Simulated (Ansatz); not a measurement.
The system is Co.

```
Co
1.0
     2.47056    0.00000    0.00000
    -1.23528    2.13957    0.00000
     0.00000    0.00000    8.08823
Co
4
Direct
  0.66667 0.33333 0.75000
  0.00000 0.00000 0.50000
  0.33333 0.66667 0.25000
  0.00000 0.00000 0.00000
```

Base run:

```yaml
Program: Ansatz 0.2.0
Functional: PBE
Potentials_or_basis: JTH PAW
Cutoff: 1320 eV
Density_cutoff: 5280 eV
k_mesh: 12 × 12 × 4
Occupations: fermi-dirac, width 0.05 eV
Spin: collinear spin, ferromagnetic start
Starting_moments: "[2.0, 2.0, 2.0, 2.0] μB"
```

Its results: band gap on the k mesh none (metal or under the smearing width); pressure 5.0 GPa; net moment 6.61 μB per cell; site moments Co +1.73, +1.71 μB.

The run is repeated on the same cell with these changes: functional from PBE to LDA; potentials or basis from JTH PAW to JTH PAW LDA; density cutoff from 5280 eV to 6600 eV. What comes out?

Band gap on the k mesh none (metal or under the smearing width); pressure -14.1 GPa; net moment 6.35 μB per cell; site moments Co +1.64, +1.63 μB.

Not every run made on this cell is shown here.
